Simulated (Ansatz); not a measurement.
NaCl in the rocksalt structure, relaxed with r2SCAN in the PAW code Ansatz. It is cubic, Fm-3m (No. 225); conventional cell a = 5.605 Å, 22.02 Å³ an atom. Na is surrounded by 6 Cl at 2.80 Å; Cl is surrounded by 6 Na at 2.80 Å.

The axes x, y and z are those of this cell:
```
CELL_PARAMETERS angstrom
0.00000 2.80270 2.80270
2.80270 0.00000 2.80270
2.80270 2.80270 0.00000
ATOMIC_POSITIONS crystal
Na 0.00000 0.00000 0.00000
Cl 0.50000 0.50000 0.50000
```

Unstrained: The PBE gap is direct at Γ: 5.180 eV. The r2SCAN gap is direct at Γ: 5.975 eV. HSE06 gives a direct gap of 6.559 eV at Γ. Meshes: PBE 8×8×8, r2SCAN 8×8×8, HSE06 6×6×6. Strains are changes of length per length. After each strain the atoms were relaxed again with r2SCAN within the symmetry that the strain leaves, so tilts or polar shifts that break it weren't tested; points keep the names that they have in the unstrained zone. Calculated for a static, non-magnetic cell.

(1) For epitaxial -1.0 % in the xy plane, how far does the free direction move, and what happens to the gap?

(2) Apply epitaxial -4.0 % in the xy plane, free normal strain +1.75 %. How far does the gap move, against the unstrained cell?

(3) Estimate what epitaxial -2.0 % in the xy plane, free normal strain +0.97 % does to the gap.

(4) For epitaxial -3.0 % in the xy plane, how far does the free direction move, and what happens to the gap?

(5) Estimate what epitaxial +3.0 % in the xy plane, free normal strain -1.06 % does to the gap.

(6) Estimate what epitaxial +4.0 % in the xy plane, free normal strain -1.41 % does to the gap.

(7) For epitaxial +1.0 % in the xy plane, how far does the free direction move, and what happens to the gap?

(8) For epitaxial +2.0 % in the xy plane, how far does the free direction move, and what happens to the gap?

(9) Order the strained cells by their HSE06 gap, smallest first.
A. epitaxial +2.0 % in the xy plane
B. epitaxial +1.0 % in the xy plane
C. epitaxial -2.0 % in the xy plane
D. epitaxial -1.0 % in the xy plane
E. epitaxial +4.0 % in the xy plane
F. epitaxial -3.0 % in the xy plane
G. epitaxial +3.0 % in the xy plane
H. epitaxial -4.0 % in the xy plane

## Answers

(1) The normal strain at zero normal stress is +0.50 %, 0.50 of the in-plane strain with the sign turned. PBE: the gap goes from 5.180 to 5.233 eV (+0.053 eV). r2SCAN: the gap goes from 5.975 to 6.034 eV (+0.059 eV). HSE06: the gap goes from 6.559 to 6.616 eV (+0.057 eV).

(2) PBE: the gap goes from 5.180 to 5.429 eV (+0.249 eV); with r2SCAN the top three valence levels at Γ, degenerate before, become 1+2 from the top over 22 meV. r2SCAN: the gap goes from 5.975 to 6.243 eV (+0.268 eV). HSE06: the gap goes from 6.559 to 6.823 eV (+0.264 eV). The r2SCAN energy rises by 17.8 meV an atom.

(3) PBE: the gap goes from 5.180 to 5.292 eV (+0.112 eV); with r2SCAN the top three valence levels at Γ, degenerate before, become 1+2 from the top over 17 meV. r2SCAN: the gap goes from 5.975 to 6.098 eV (+0.123 eV). HSE06: the gap goes from 6.559 to 6.679 eV (+0.120 eV). The r2SCAN energy rises by 4.2 meV an atom.

(4) The normal strain at zero normal stress is +1.31 %, 0.44 of the in-plane strain with the sign turned. PBE: the gap goes from 5.180 to 5.361 eV (+0.181 eV); with r2SCAN the top three valence levels at Γ, degenerate before, become 1+2 from the top over 21 meV. r2SCAN: the gap goes from 5.975 to 6.171 eV (+0.196 eV). HSE06: the gap goes from 6.559 to 6.751 eV (+0.192 eV).

(5) PBE: the gap goes from 5.180 to 4.984 eV (-0.196 eV); with r2SCAN the top three valence levels at Γ, degenerate before, become 2+1 from the top over 37 meV. r2SCAN: the gap goes from 5.975 to 5.765 eV (-0.210 eV). HSE06: the gap goes from 6.559 to 6.347 eV (-0.212 eV). The r2SCAN energy rises by 7.0 meV an atom.

(6) PBE: the gap goes from 5.180 to 4.923 eV (-0.257 eV); with r2SCAN the top three valence levels at Γ, degenerate before, become 2+1 from the top over 51 meV. r2SCAN: the gap goes from 5.975 to 5.700 eV (-0.275 eV). HSE06: the gap goes from 6.559 to 6.281 eV (-0.278 eV). The r2SCAN energy rises by 12.0 meV an atom.

(7) The normal strain at zero normal stress is -0.32 %, 0.32 of the in-plane strain with the sign turned. PBE: the gap goes from 5.180 to 5.111 eV (-0.069 eV); with r2SCAN the top three valence levels at Γ, degenerate before, become 2+1 from the top over 10 meV. r2SCAN: the gap goes from 5.975 to 5.902 eV (-0.073 eV). HSE06: the gap goes from 6.559 to 6.485 eV (-0.074 eV).

(8) The normal strain at zero normal stress is -0.70 %, 0.35 of the in-plane strain with the sign turned. PBE: the gap goes from 5.180 to 5.046 eV (-0.134 eV); with r2SCAN the top three valence levels at Γ, degenerate before, become 2+1 from the top over 23 meV. r2SCAN: the gap goes from 5.975 to 5.833 eV (-0.142 eV). HSE06: the gap goes from 6.559 to 6.415 eV (-0.144 eV).

(9) E (6.28 eV), G (6.35 eV), A (6.41 eV), B (6.48 eV), D (6.62 eV), C (6.68 eV), F (6.75 eV), H (6.82 eV).

The meshes of the hybrids are coarse, so their gaps aren't converged to the digits shown.

The splittings at Γ are without spin-orbit coupling, which regroups them where it is of like size.
